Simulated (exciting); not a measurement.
# BP (F-43m) in exciting: further runs

The runs below take BP through single point, with PBEsol.

All numbers are computed with exciting (release sodium); they aren't measurements. Logs are shortened: lines on timing, memory, paths and dates and some standing lists are left out, and cuts for length are marked.

**1. The structure**

It takes space group F-43m (No. 216, cubic). Conventional cell: a = 4.538 Å, b = 4.538 Å, c = 4.538 Å, α = 90.00°, β = 90.00°, γ = 90.00°. P (site symmetry -43m) has 4 B at 1.97 Å as nearest neighbours. B (site symmetry -43m) has 4 P at 1.97 Å as nearest neighbours.

**2. Single point, PBEsol**

File input.xml:

```xml
<input>
  <title>BP</title>
  <structure speciespath="./" tshift="false">
    <crystal scale="1">
      <basevect>0.000000000000 4.287788576776 4.287788576776</basevect>
      <basevect>4.287788576776 0.000000000000 4.287788576776</basevect>
      <basevect>4.287788576776 4.287788576776 0.000000000000</basevect>
    </crystal>
    <species speciesfile="P.xml" rmt="2">
      <atom coord="0.750000000000 0.750000000000 0.750000000000"/>
    </species>
    <species speciesfile="B.xml" rmt="1.45">
      <atom coord="0.000000000000 0.000000000000 0.000000000000"/>
    </species>
  </structure>
  <groundstate do="fromscratch" ngridk="6 6 6" rgkmax="6" gmaxvr="14" lmaxapw="10" lmaxmat="10" lmaxvr="8" xctype="GGA_PBE_SOL" stype="Gaussian" swidth="0.00183747" nempty="10" ValenceRelativity="iora*" epsengy="1e-05" epspot="1e-05" maxscl="60" tforce="true" outputlevel="high"/>
  <properties>
    <chargedensityplot>
      <plot3d>
        <box grid="17 17 17">
          <origin coord="0 0 0"/>
          <point coord="1 0 0"/>
          <point coord="0 1 0"/>
          <point coord="0 0 1"/>
        </box>
      </plot3d>
    </chargedensityplot>
    <elfplot>
      <plot3d>
        <box grid="17 17 17">
          <origin coord="0 0 0"/>
          <point coord="1 0 0"/>
          <point coord="0 1 0"/>
          <point coord="0 0 1"/>
        </box>
      </plot3d>
    </elfplot>
    <exccplot>
      <plot3d>
        <box grid="17 17 17">
          <origin coord="0 0 0"/>
          <point coord="1 0 0"/>
          <point coord="0 1 0"/>
          <point coord="0 0 1"/>
        </box>
      </plot3d>
    </exccplot>
  </properties>
</input>
```

Potentials or basis: all-electron LAPW+lo, shipped species files, valence relativity iora*.

Command:

```console
> OMP_NUM_THREADS=1 exciting_smp
```

INFO.OUT:

```text
================================================================================
EXCITING SODIUM started
[... 10 lines left out ...]

 Lattice vectors (cartesian) :
      0.0000000000      4.2877885768      4.2877885768
      4.2877885768      0.0000000000      4.2877885768
      4.2877885768      4.2877885768      0.0000000000

 Reciprocal lattice vectors (cartesian) :
     -0.7326836660      0.7326836660      0.7326836660
      0.7326836660     -0.7326836660      0.7326836660
      0.7326836660      0.7326836660     -0.7326836660

 Unit cell volume                           :     157.6631083321
 Brillouin zone volume                      :       1.5732926749

 Species :    1 (P)
     parameters loaded from                 :    P.xml
     name                                   :    phosphorus
     nuclear charge                         :     -15.00000000
     electronic charge                      :      15.00000000
     atomic mass                            :   56461.71408000
     muffin-tin radius                      :       2.00000000
     # of radial points in muffin-tin       :     300

     atomic positions (lattice) :
       1 :   0.75000000  0.75000000  0.75000000

 Species :    2 (B)
     parameters loaded from                 :    B.xml
     name                                   :    boron
     nuclear charge                         :      -5.00000000
     electronic charge                      :       5.00000000
     atomic mass                            :   19707.24741000
     muffin-tin radius                      :       1.45000000
     # of radial points in muffin-tin       :     250

     atomic positions (lattice) :
       1 :   0.00000000  0.00000000  0.00000000

 Total number of atoms per unit cell        :       2

 Spin treatment                             :    spin-unpolarised

 Number of Bravais lattice symmetries       :      48
 Number of crystal symmetries               :      24

 k-point grid                               :       6    6    6
 Total number of k-points                   :      22
 k-point set is reduced with crystal symmetries

 R^MT_min * |G+k|_max (rgkmax)              :       6.00000000
 Species with R^MT_min                      :       2 (B)
 Maximum |G+k| for APW functions            :       4.13793103
 Maximum |G| for potential and density      :      14.00000000
 Polynomial order for pseudochg. density    :       9

 G-vector grid sizes                        :      30    30    30
 Total number of G-vectors                  :    7391

 Maximum angular momentum used for
     APW functions                          :      10
     computing H and O matrix elements      :      10
     potential and density                  :       8
     inner part of muffin-tin               :       2

 Total nuclear charge                       :     -20.00000000
 Total electronic charge                    :      20.00000000
 Total core charge                          :      12.00000000
 Total valence charge                       :       8.00000000

 Effective Wigner radius, r_s               :       1.23463095

 Number of empty states                     :      10
 Total number of valence states             :      15

 Maximum Hamiltonian size                   :     204
 Maximum number of plane-waves              :     196
 Total number of local-orbitals             :       8

 Exchange-correlation type                  :      22
     PBEsol, Phys. Rev. Lett. 100, 136406 (2008)
     Generalised gradient approximation (GGA)

 Smearing scheme                            :    Gaussian
 Smearing width                             :       0.00183747

 Using multisecant Broyden potential mixing
[... 6 lines left out ...]
* Groundstate module started                                                   *
********************************************************************************
 Output level for this task is set to high

++++++++++++++++++++++++++++++++++++++++++++++++++++++++++++++++++++++++++++++++
[... 5 lines left out ...]
+ SCF iteration number :    1                                                  +
++++++++++++++++++++++++++++++++++++++++++++++++++++++++++++++++++++++++++++++++
 Total energy                               :      -366.45225355
 _______________________________________________________________
 Fermi energy                               :         0.29349085
 Kinetic energy                             :       367.00241420
 Coulomb energy                             :      -706.82909110
 Exchange energy                            :       -25.74000899
 Correlation energy                         :        -0.88556766
 Sum of eigenvalues                         :      -200.05199260
 Effective potential energy                 :      -567.05440680
 Coulomb potential energy                   :      -532.33377419
 xc potential energy                        :       -34.72063262
 Hartree energy                             :       111.24016973
 Electron-nuclear energy                    :      -754.81411365
 Nuclear-nuclear energy                     :       -63.25514718
 Madelung energy                            :      -440.66220401
 Core-electron kinetic energy               :         0.00000000

 DOS at Fermi energy (states/Ha/cell)       :         0.00000000

 Electron charges :
     core                                   :        12.00000000
     core leakage                           :         0.00181588
     valence                                :         8.00000000
     interstitial                           :         3.81100317
     charge in muffin-tin spheres :
                  atom     1     P          :        12.76660931
                  atom     2     B          :         3.42238752
     total charge in muffin-tins            :        16.18899683
     total charge                           :        20.00000000
[... 909 lines left out ...]
 Electron charges :
     core                                   :        12.00000000
     core leakage                           :         0.00182011
     valence                                :         8.00000000
     interstitial                           :         3.86600408
     charge in muffin-tin spheres :
                  atom     1     P          :        12.91727722
                  atom     2     B          :         3.21671870
     total charge in muffin-tins            :        16.13399592
     total charge                           :        20.00000000

 Estimated fundamental gap                  :         0.04507073
        valence-band maximum at    1      0.0000  0.0000  0.0000
     conduction-band minimum at   16      0.5000  0.5000  0.0000

 RMS change in effective potential (target) :  0.165613E-05  ( 0.100000E-04)
 Absolute change in total energy   (target) :  0.121339E-05  ( 0.100000E-04)
 Charge distance                   (target) :  0.539221E-07  ( 0.100000E-04)
 Abs. change in max-nonIBS-force   (target) :   0.00000      ( 0.500000E-04)

++++++++++++++++++++++++++++++++++++++++++++++++++++++++++++++++++++++++++++++++
| Convergency criteria checked for the last 2 iterations                       +
| Convergence targets achieved. Performing final SCF iteration                 +
++++++++++++++++++++++++++++++++++++++++++++++++++++++++++++++++++++++++++++++++
 Total energy                               :      -366.28653631
 _______________________________________________________________
 Fermi energy                               :         0.31631944
 Kinetic energy                             :       367.23298939
 Coulomb energy                             :      -706.91837217
 Exchange energy                            :       -25.71199731
 Correlation energy                         :        -0.88915622
 Sum of eigenvalues                         :      -199.65844754
 Effective potential energy                 :      -566.89143692
 Coulomb potential energy                   :      -532.20288415
 xc potential energy                        :       -34.68855277
 Hartree energy                             :       111.46034084
 Electron-nuclear energy                    :      -755.12356583
 Nuclear-nuclear energy                     :       -63.25514718
 Madelung energy                            :      -440.81693010
 Core-electron kinetic energy               :         0.00000000

 DOS at Fermi energy (states/Ha/cell)       :         0.00000000

 Electron charges :
     core                                   :        12.00000000
     core leakage                           :         0.00182011
     valence                                :         8.00000000
     interstitial                           :         3.86600400
     charge in muffin-tin spheres :
                  atom     1     P          :        12.91727733
                  atom     2     B          :         3.21671867
     total charge in muffin-tins            :        16.13399600
     total charge                           :        20.00000000

 Estimated fundamental gap                  :         0.04507074
        valence-band maximum at    1      0.0000  0.0000  0.0000
     conduction-band minimum at   16      0.5000  0.5000  0.0000

++++++++++++++++++++++++++++++++++++++++++++++++++++++++++++++++++++++++++++++++
+ Self-consistent loop stopped                                                 +
++++++++++++++++++++++++++++++++++++++++++++++++++++++++++++++++++++++++++++++++
 STATE.OUT is written

--------------------------------------------------------------------------------
- Writing atomic positions and forces                                          -
--------------------------------------------------------------------------------

 Atomic positions (lattice) :
 atom     1   P  :     0.75000000    0.75000000    0.75000000
 atom     2   B  :     0.00000000    0.00000000    0.00000000

 Total atomic forces including IBS (cartesian) :
 atom     1   P  :    -0.00000000    0.00000000   -0.00000000
 atom     2   B  :     0.00000000   -0.00000000    0.00000000

 Atomic force components including IBS (cartesian) :
 atom     1   P  :     0.00000000    0.00000000   -0.00000000   HF force
                 :     0.00000000    0.00000000   -0.00000000   core correction
                 :    -0.00000000    0.00000000    0.00000000   IBS correction
 atom     2   B  :    -0.00000000   -0.00000000    0.00000000   HF force
                 :    -0.00000000   -0.00000000    0.00000000   core correction
                 :     0.00000000   -0.00000000    0.00000000   IBS correction

********************************************************************************
* Groundstate module stopped                                                   *
********************************************************************************

================================================================================
| EXCITING SODIUM stopped                                                      =
================================================================================
```

Wall time 42 s (1 thread of AMD EPYC 7R43 (Zen 3), shared host); peak memory 0.13 GiB.

What came out:

```yaml
Free_energy: -9967.1644 eV
Band_gap_on_the_k_mesh: 1.23 eV, indirect (least direct gap 3.36 eV)
All_electrons_inside_the_program's_atomic_spheres: P 12.92; B 3.22 (radii P 2.0, B 1.45 bohr)
```

Levels at points of the mesh, in eV from the valence-band top:
```tsv
k point	band 2	band 3	band 4	band 5	band 6	band 7
(0.00, 0.00, 0.00)	0.00	0.00	0.00	3.36	3.36	3.36
(0.50, 0.00, 0.00)	-9.09	-1.76	-1.76	3.72	4.64	4.64
(0.50, 0.50, 0.00)	-8.60	-4.14	-4.14	1.23	1.52	12.05
```

[end of part 1 of 2]
